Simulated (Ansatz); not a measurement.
Here is an Ansatz 0.2.0 calculation.

The input input.yaml:

```yaml
crystal:
  lattice:
    - [4.15, 0.0, 0.0]
    - [-2.075, 3.5940054257, 0.0]
    - [0.0, 0.0, 6.737]
  atoms:
    - { symbol: Cd, position: [0.6666666667, 0.3333333333, 0.5] }
    - { symbol: Cd, position: [0.3333333333, 0.6666666667, 0.0] }
    - { symbol: S, position: [0.6666666667, 0.3333333333, 0.875] }
    - { symbol: S, position: [0.3333333333, 0.6666666667, 0.375] }
hamiltonian:
  xc: pbe
  pseudopotentials: { kind: paw }
kpoints:
  mp_grid: { grid: [7, 7, 4] }
scf:
  occupations: { method: fermi_dirac, width: 0.05 }
basis:
  ecutwfc: "500 eV"
output:
  forces: true
  stress: true
  eigenvalues: true
```

Potentials or basis: Ansatz PAW.

Run with:

```sh
$ ansatz run input.yaml --threads 2 --pin off --max-ram 5120MiB --backend cpu --events-out ev --progress --plain --runs-dir out
```

Q: What does it give for the band gap on the k mesh?

A: 1.20 eV, direct.

Q: What does it give for the largest force?

A: 0.068 eV/Å.

Q: Predict the pressure.

A: 2.1 GPa.

Stress tensor (GPa, compression positive):
```
1.86 0.00 0.00
0.00 1.86 0.00
0.00 0.00 2.50
```

Caveat: odd divisions of the mesh miss points on the zone boundary, where band edges often lie, so the gap on the mesh can be too wide.

**The experiment to reproduce.**

From “Isotope dependence of band-gap energy”, 2008, arxiv:0807.2152, for a bulk crystal of CdS: band gap 2.5809 ± 0.0002 eV.

Against the measured gap of CdS, 2.5809 eV (quoted in “Isotope dependence of band-gap energy”, 2008, arxiv:0807.2152), the calculated 1.20 eV is off by -1.38 eV. So large a miss can be the level of theory's own, or it may mean another phase, state or a wrong row. Spin-orbit coupling on Cd is left out. The value is that of PBE, without temperature or zero-point motion. Semilocal functionals fall short of measured gaps as a rule.
